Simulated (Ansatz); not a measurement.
## RuS2 in the CdI2-type structure

Level of theory: DFT, PBE, scalar-relativistic, collinear spin; plane waves to 420 eV with PAW datasets (Ansatz 0.2.0), Γ-centred 12×12×8 mesh, 0.05 eV Gaussian smearing. The datasets are Ansatz's generated set soft_2.

```yaml
crystal:
  lattice:
    - [3.43633, 0.00000, 0.00000]
    - [-1.71816, 2.97595, 0.00000]
    - [0.00000, 0.00000, 5.15935]
  atoms:
    - { symbol: Ru, position: [0.00000, 0.00000, 0.00000] }
    - { symbol: S, position: [0.33333, 0.66667, 0.25378] }
    - { symbol: S, position: [0.66667, 0.33333, 0.74622] }
```

This is a trial structure; measured cells of the compound in the Crystallography Open Database are in space group Pa-3.

Magnetic state: ferromagnetic, site spin moments Ru 0.53; S 0.07 μB.

The cell above was scaled in volume, and shape and atoms were relaxed at each volume within its symmetry. Energies are counted from the cell above.

The cell is relaxed to zero pressure at this level.

```json
{"V (Å³/atom)": "16.62", "ΔE (meV/atom)": "7.1", "P (GPa)": "2.5", "largest moment (μB)": "0.41"}
{"V (Å³/atom)": "16.88", "ΔE (meV/atom)": "3.6", "P (GPa)": "1.7", "largest moment (μB)": "0.46"}
{"V (Å³/atom)": "17.24", "ΔE (meV/atom)": "?", "P (GPa)": "?", "largest moment (μB)": "?"}
{"V (Å³/atom)": "17.59", "ΔE (meV/atom)": "0.0", "P (GPa)": "0.0", "largest moment (μB)": "0.53"}
{"V (Å³/atom)": "17.94", "ΔE (meV/atom)": "0.6", "P (GPa)": "-0.5", "largest moment (μB)": "0.56"}
{"V (Å³/atom)": "18.29", "ΔE (meV/atom)": "2.4", "P (GPa)": "-1.0", "largest moment (μB)": "0.59"}
{"V (Å³/atom)": "18.82", "ΔE (meV/atom)": "6.2", "P (GPa)": "-1.3", "largest moment (μB)": "0.62"}
{"V (Å³/atom)": "19.35", "ΔE (meV/atom)": "10.3", "P (GPa)": "-1.3", "largest moment (μB)": "0.68"}
```

(1) Fill in the withheld row.

(2) Can a bulk modulus be trusted from these points?

Answers:

(1) ΔE (meV/atom): 0.9, P (GPa): 0.8, largest moment (μB): 0.50.

(2) No. The energies are smooth (scatter 0.06 meV/atom), but the fit's B0′ of 14.6 is out of the usual range: the curve is too flat or too lopsided over this range, as for soft or weakly bound crystals, and a third-order form can't fix it.

The moment grows with the volume: wider spacing narrows the bands, and exchange then polarises them more fully.

The run wasn't fully tested for a lower electronic state. Site moments are of spin, integrated over atomic spheres. The structure is built of weakly bound layers, and this functional has no dispersion term, so their spacing and all that hangs on it (volume, the soft elastic constants, low modes, dielectric constants) are poorly given. The moments were started parallel, and the real magnetic order may be another. The run is a metal.
